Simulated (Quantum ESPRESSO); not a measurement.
BaTiO3:

```xyz
5
Lattice="2.8274 1.6324 2.3184 -2.8274 1.6324 2.3184 0.0000 -3.2648 2.3184" Properties=species:S:1:pos:R:3 pbc="T T T"
Ba    0.0000    0.0000    0.0000
Ti    0.0000    0.0000    3.3698
O     1.3885   -0.8017    2.3988
O    -1.3885   -0.8017    2.3988
O     0.0000    1.6033    2.3988
```

- Program: Quantum ESPRESSO 7.5
- Task: phonons
- Functional: LDA
- Potentials or basis: GBRV 1.5 LDA
- Cutoff: 612 eV
- Density cutoff: 4898 eV
- k mesh: 4 × 4 × 4, shifted
- Occupations: fermi-dirac, width 0.05 eV
- Spin: no spin polarisation
- Form of the LDA correlation: PZ81
- Mixing beta: 0.5
- Most SCF iterations: 120
- SCF threshold: 1e-09 Ry

The cell and the atoms were relaxed first, to 12.33 Å³/atom (a = 3.950 Å, b = 3.950 Å, c = 3.950 Å, α = 89.97°, β = 89.97°, γ = 89.97°), and the response was taken there.

```cif
data_structure
_symmetry_space_group_name_H-M 'P 1'
_symmetry_Int_Tables_number 1
_cell_length_a 3.9501
_cell_length_b 3.9501
_cell_length_c 3.9501
_cell_angle_alpha 89.968
_cell_angle_beta 89.968
_cell_angle_gamma 89.968
_cell_volume 61.64
loop_
_atom_site_label
_atom_site_type_symbol
_atom_site_fract_x
_atom_site_fract_y
_atom_site_fract_z
_atom_site_occupancy
Ba1 Ba 0.00086 0.00086 0.00086 1
Ti1 Ti 0.49428 0.49428 0.49428 1
O1 O 0.50676 0.01054 0.50676 1
O2 O 0.01054 0.50676 0.50676 1
O3 O 0.50676 0.50676 0.01054 1
```

The first run showed a gap, so the response started from a second, tighter run with fixed occupations.

Question: Where do the zone-centre optical modes lie?

Answer: E at 117 cm⁻¹ (IR and Raman); A1 at 152 cm⁻¹ (IR and Raman); E at 183 cm⁻¹ (IR and Raman); A1 at 184 cm⁻¹ (IR and Raman); A2 at 297 cm⁻¹ (silent); E at 300 cm⁻¹ (IR and Raman); E at 481 cm⁻¹ (IR and Raman); A1 at 495 cm⁻¹ (IR and Raman). Polar modes are given without the macroscopic field (transverse values).

Optical modes at Γ, degenerate ones joined, polar ones without the macroscopic field:
| cm⁻¹ | components | symmetry | active in | IR intensity, summed ((D/Å)²/amu) |
| --- | --- | --- | --- | --- |
| 117 | 2 | E | IR and Raman | 149.98 |
| 152 | 1 | A1 | IR and Raman | 69.31 |
| 183 | 2 | E | IR and Raman | 2.11 |
| 184 | 1 | A1 | IR and Raman | 0.32 |
| 297 | 1 | A2 | silent | 0.00 |
| 300 | 2 | E | IR and Raman | 0.00 |
| 481 | 2 | E | IR and Raman | 8.14 |
| 495 | 1 | A1 | IR and Raman | 4.75 |
